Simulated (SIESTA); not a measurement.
Sn under changes of volume

One of the cells (33.803 Å³/atom); the others are scaled copies at fixed shape and fractional positions:

```
CELL_PARAMETERS angstrom
0.00000 3.23334 3.23334
3.23334 0.00000 3.23334
3.23334 3.23334 0.00000
ATOMIC_POSITIONS crystal
Sn 0.75000 0.75000 0.75000
Sn 0.50000 0.50000 0.50000
```

This isn't the form of Sn at room conditions, which is tetragonal (white tin).

| Quantity | Value |
| --- | --- |
| Program | SIESTA 5.4.2 |
| Functional | BLYP |
| Potentials or basis | PseudoDojo 0.4 standard (PBE files) |
| Basis | DZP (energy shift 0.003 Ry; two zetas on semicore shells) |
| Grid cutoff | 500 Ry |
| Energy shift | 0.003 Ry |
| k mesh | 7 × 7 × 7 |
| Occupations | fermi-dirac, width 0.05 eV |
| Spin | no spin polarisation |

| volume (Å³/atom) | energy over the lowest point (meV/atom) | pressure (GPa) |
| --- | --- | --- |
| 31.775 | 177.70 | 10.9 |
| 32.451 | 134.72 | 9.5 |
| 33.127 | 97.83 | 8.1 |
| 33.803 | 66.59 | 6.8 |
| 34.479 | ? | ? |
| 35.155 | 18.04 | 4.8 |
| 35.831 | 0.00 | 3.9 |

What does the run at 34.479 Å³/atom give?

Energy over the lowest point 40.16 meV/atom; pressure 5.8 GPa.

Worked out: A Birch-Murnaghan fit of order 3 (a polynomial in V^(-2/3)) to the other rows has no minimum within the range. It gives 40.10 meV/atom at 34.479 Å³/atom, against the run's 40.16, and -dE/dV = 5.7 GPa, against 5.8.

Energies are extrapolated to zero smearing.

Caveats: the potentials were made for another functional, which shifts forces and pressure; the basis of atomic orbitals isn't converged, which shifts pressures, moduli and gaps.
